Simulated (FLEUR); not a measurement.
Runs of FLEUR MaX-R8.1 (later development tree) on ZrC. Symmetry: P6_3/mmc, No. 194, hexagonal system. The conventional cell has a = 3.391 Å, b = 3.391 Å, c = 5.290 Å, α = 90.00°, β = 90.00°, γ = 120.00°. Zr (site symmetry -6m2) is surrounded by 6 C at 2.36 Å. C (site symmetry -3m) has 6 Zr at 2.36 Å and 2 C at 2.65 Å as nearest neighbours. The cell comes from a database or a generator and needn't be the stable form of this composition.

```csv
task,level,spin,cell,k mesh,gmax,muffin-tin radii,max iterations,mixing factor,mixer,kmax,gap on the mesh (eV),V0 of scaled cells (Å³/atom),B0 (GPa)
equation of state,r2SCAN,off,as given,9 × 9 × 5,14.1 1/bohr,"Zr 2.43, C 1.58 bohr",-,-,-,4.56 1/bohr,-,(a),227
equation of state,PBEsol,off,as given,9 × 9 × 5,14.1 1/bohr,"Zr 2.43, C 1.58 bohr",-,-,-,4.56 1/bohr,-,12.71,233
single point,PBEsol,off,"atoms moved at random, drawn with an rms of 0.05 Å",9 × 9 × 5,14.1 1/bohr,"Zr 2.43, C 1.58 bohr",60,0.05,Anderson,4.56 1/bohr,none,-,-
single point,PBEsol,off,as given,9 × 9 × 5,14.1 1/bohr,"Zr 2.43, C 1.58 bohr",60,0.05,Anderson,4.56 1/bohr,none,-,-
```

Alike in all rows: potentials or basis all-electron, FLAPW; smearing fermi-dirac 0.05 eV.

Fill in the values left out.

(a) 13.04.

Caveats: the cell was scaled at fixed shape and fractional positions, which overstates the stiffness of a crystal with free parameters, most of all of layers and chains (some runs); the meta-GGA is that of a development version, with a GGA for the radial functions and cores and without core tails (some runs).

A k mesh can miss the band edges, and the runs leave out spin-orbit coupling on Zr.

A gap of «none» marks a metal or a gap under the smearing width.
